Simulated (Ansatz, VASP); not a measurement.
**TiN (Osbornite) in VASP and in Ansatz**

```
CELL_PARAMETERS angstrom
0.00000 2.13092 2.13092
2.13092 0.00000 2.13092
2.13092 2.13092 0.00000
ATOMIC_POSITIONS crystal
Ti 0.00000 0.00000 0.00000
N 0.50000 0.50000 0.50000
```

Alike in both runs: functional r2SCAN; k mesh 14 × 14 × 14; occupations fermi-dirac, width 0.1 eV; no spin polarisation.

Ansatz relaxed the structure, and its values are those at the end. VASP's run is a single point on that final structure, the one shown.

|  | VASP | Ansatz |
| --- | --- | --- |
| version | VASP 6.6.1 | Ansatz 0.2.0 |
| potentials or method | VASP PAW PBE potentials, release 64 (Ti_sv, N) | PAW plane waves |
| plane-wave cutoff (eV) | 520 | 500 |
| valence electrons in the cell | 17 | 17 |

|  | VASP | Ansatz | Ansatz less VASP |
| --- | --- | --- | --- |
| pressure (GPa) | -4.3 | -5.5 | -1.26 |

Ansatz warned: «stress_scf_threshold_loose».

Caveats: the PAW data sets were made with another functional, which shifts forces and pressure a little (VASP).
